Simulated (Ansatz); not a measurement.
Molecular dynamics on a 2×2×2 supercell (24 atoms) of SnSe₂ (fluorite), relaxed with r2SCAN. Forces come from PBE in the PAW code Ansatz: a Langevin thermostat at fixed volume, 600 K, steps of 1 fs. Computed, non-magnetic; the trajectory is short and the cell small, so nothing here is a converged average. The structure comes from a prototype and may be hypothetical.

```yaml
crystal:
  lattice:
    - [0.0, 6.8137107265, 6.8137107265]
    - [6.8137107265, 0.0, 6.8137107265]
    - [6.8137107265, 6.8137107265, 0.0]
  atoms:
    - { symbol: Sn, position: [0.0, 0.0, 0.0] }
    - { symbol: Se, position: [0.125, 0.125, 0.125] }
    - { symbol: Se, position: [0.375, 0.375, 0.375] }
    - { symbol: Sn, position: [0.0, 0.0, 0.5] }
    - { symbol: Se, position: [0.125, 0.125, 0.625] }
    - { symbol: Se, position: [0.375, 0.375, 0.875] }
    - { symbol: Sn, position: [0.0, 0.5, 0.0] }
    - { symbol: Se, position: [0.125, 0.625, 0.125] }
    - { symbol: Se, position: [0.375, 0.875, 0.375] }
    - { symbol: Sn, position: [0.0, 0.5, 0.5] }
    - { symbol: Se, position: [0.125, 0.625, 0.625] }
    - { symbol: Se, position: [0.375, 0.875, 0.875] }
    - { symbol: Sn, position: [0.5, 0.0, 0.0] }
    - { symbol: Se, position: [0.625, 0.125, 0.125] }
    - { symbol: Se, position: [0.875, 0.375, 0.375] }
    - { symbol: Sn, position: [0.5, 0.0, 0.5] }
    - { symbol: Se, position: [0.625, 0.125, 0.625] }
    - { symbol: Se, position: [0.875, 0.375, 0.875] }
    - { symbol: Sn, position: [0.5, 0.5, 0.0] }
    - { symbol: Se, position: [0.625, 0.625, 0.125] }
    - { symbol: Se, position: [0.875, 0.875, 0.375] }
    - { symbol: Sn, position: [0.5, 0.5, 0.5] }
    - { symbol: Se, position: [0.625, 0.625, 0.625] }
    - { symbol: Se, position: [0.875, 0.875, 0.875] }
kpoints:
  mp_grid: { grid: [2, 2, 2] }
hamiltonian:
  xc: pbe
scf:
  occupations: { method: fermi_dirac, width: 0.052 }
md:
  ensemble: nvt_langevin
  temperature: 600
  timestep: 1.0
  n_steps: 40
  initial_velocities: maxwell_boltzmann
  seed: 6321
```

Run as `ansatz run input.yaml --threads 4 --pin off --max-ram 3686MiB --backend cpu --events-out ev --progress --plain --runs-dir out`.

```
step  t (fs)  T (K)  free energy F from step 0 (meV/atom)  kinetic energy (meV/atom)  largest force (eV/Å)
   0       0    575                                   0.0                       74.3                  0.00
   1       1    568                                   0.0                       73.4                  0.02
   2       2    566                                   0.0                       73.2                  0.04
   3       3    574                                  -0.1                       74.2                  0.06
   4       4    584                                  -0.1                       75.5                  0.08
   5       5    572                                  -0.2                       74.0                  0.10
   6       6    566                                  -0.3                       73.1                  0.12
   7       7    573                                  -0.4                       74.0                  0.14
   8       8    594                                  -0.5                       76.8                  0.16
   9       9    642                                  -0.6                       83.0                  0.18
  10      10    627                                  -0.7                       81.0                  0.20
  11      11    604                                  -0.8                       78.1                  0.22
  12      12    601                                  -0.9                       77.7                  0.23
```

The temperature starts at 575 K, is lowest at step 6 (566 K, 6 fs) and ends at 601 K. By the last step the atoms have moved 0.05 Å in the root mean square, the drift of the whole cell taken out, 0.09 Å at most. The job's limit cut the run after 12 of 40 steps.

Positions (Å) and forces (eV/Å) at step 12:
```
Sn   0.022   0.033   0.007    -0.044  -0.015  -0.035
Se   1.691   1.728   1.673     0.106   0.035  -0.132
Se   5.137   5.106   5.130     0.091  -0.014  -0.076
Sn   3.406   3.408   0.011     0.000   0.034  -0.011
Se   5.097   5.098   1.698     0.001  -0.019  -0.167
Se   8.503   8.477   5.055    -0.054  -0.085  -0.203
Sn   3.385  -0.020   3.432     0.095   0.060  -0.102
Se   5.101   1.658   5.125    -0.008  -0.038   0.093
Se   8.473   5.088   8.510    -0.044  -0.022   0.014
Sn   6.852   3.401   3.406    -0.076   0.048   0.005
Se   8.567   5.096   5.094     0.103  -0.067   0.158
Se  11.952   8.531   8.541     0.099  -0.035   0.106
Sn   0.020   3.393   3.384    -0.034   0.010   0.059
Se   1.665   5.124   5.094    -0.103  -0.009   0.073
Se   5.107   8.566   8.541    -0.103  -0.087   0.148
Sn   3.438   6.847   3.431    -0.017  -0.059  -0.013
Se   5.124   8.519   5.170    -0.030   0.194   0.122
Se   8.542  11.976   8.527    -0.016   0.156   0.127
Sn   3.365   3.409   6.814    -0.011  -0.063  -0.055
Se   5.098   5.021   8.505    -0.043   0.015  -0.002
Se   8.530   8.558  11.881     0.007   0.027   0.022
Sn   6.796   6.834   6.801     0.035  -0.067   0.077
Se   8.495   8.516   8.545     0.006  -0.007  -0.090
Se  11.919  11.961  11.892     0.039   0.007  -0.118
```
